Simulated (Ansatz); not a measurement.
## TiC: relaxation of cell and atoms with r2SCAN+D4

TiC:

```
CELL_PARAMETERS angstrom
0.00000 2.16572 2.16572
2.16572 0.00000 2.16572
2.16572 2.16572 0.00000
ATOMIC_POSITIONS crystal
Ti 0.00000 0.00000 0.00000
C 0.50000 0.50000 0.50000
```

The cell is a database's computed one.

```yaml
Program: Ansatz 0.2.0
Task: relaxation of cell and atoms
Functional: r2SCAN
Dispersion: D4
Potentials_or_basis: Ansatz PAW
Cutoff: "500 eV (not typed: the program's choice for these potentials)"
k_mesh: 11 × 11 × 11
Occupations: fermi-dirac, width 0.05 eV
Spin: no spin polarisation
```

```json
{"Relaxed volume": "10.07 Å³/atom", "Relaxed cell": "a = 3.053 Å, b = 3.053 Å, c = 3.053 Å, α = 60.00°, β = 60.00°, γ = 60.00°", "Space group after relaxing (to 0.05 Å)": "Fm-3m (No. 225)", "Energy gained by relaxing": "0.7 meV/atom", "Ionic steps": "4", "Pressure after relaxing": "0.0 GPa", "Band gap on the k mesh": "none (metal or under the smearing width)"}
```

Step by step:
| step | energy change (eV) | largest force (eV/Å) | volume (Å³) |
| --- | --- | --- | --- |
| 1 | 0.0000 | 0.0000 | 20.32 |
| 2 | -0.0015 | 0.0000 | 20.15 |
| 3 | -0.0015 | 0.0000 | 20.13 |
| 4 | -0.0014 | 0.0000 | 20.13 |

Final structure:
```
Ti C
1.0
     0.00000    2.15912    2.15912
     2.15912    0.00000    2.15912
     2.15912    2.15912    0.00000
Ti C
1 1
Cartesian
  0.0000 0.0000 0.0000
  2.1591 2.1591 2.1591
```

Levels at points of the mesh, in eV from the Fermi level:
| k point | band 6 | band 7 | band 8 | band 9 | band 10 | band 11 |
| --- | --- | --- | --- | --- | --- | --- |
| (0.00, 0.00, 0.00) | 0.77 | 0.77 | 0.77 | 1.61 | 1.61 | 1.61 |

Run time: 5.8 s on 2 threads of Arm Neoverse V1 (shared host), peak memory 0.37 GiB.

Caveat: the plane-wave basis is chosen anew once the cell has moved, so the energies of steps on either side of that aren't comparable; pairwise dispersion overbinds metals, which lowers pressure and volume; the PAW data sets come from PBE, with cores solved anew for the run's functional, which leaves a small shift of forces and pressure.
